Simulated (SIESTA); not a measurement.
Sb:

```
Sb
1.0
     2.15420    1.24373    3.75800
    -2.15420    1.24373    3.75800
     0.00000   -2.48746    3.75800
Sb
2
Direct
  0.76651 0.76651 0.76651
  0.23349 0.23349 0.23349
```

Base run:

```yaml
Program: SIESTA 5.4.2
Functional: vdW-DF-cx
Potentials_or_basis: PseudoDojo 0.4 standard (PBE files)
Basis: DZP (energy shift 0.003 Ry; two zetas on semicore shells)
Grid_cutoff: 500 Ry
Energy_shift: 0.003 Ry
k_mesh: 8 × 8 × 8
Occupations: fermi-dirac, width 0.05 eV
Spin: no spin polarisation
```

Its results: band gap on the k mesh none (metal or under the smearing width); pressure 1.9 GPa; largest force 0.348 eV/Å.

The run is repeated on the same cell with these changes: functional from vdW-DF-cx to BLYP. What comes out?

Band gap on the k mesh none (metal or under the smearing width); pressure 7.9 GPa; largest force 0.356 eV/Å.

Caveats: the potentials were made for another functional, which shifts forces and pressure; spin-orbit coupling is left out, which moves the levels of the heavy elements; the basis of atomic orbitals isn't converged, which shifts pressures, moduli and gaps.
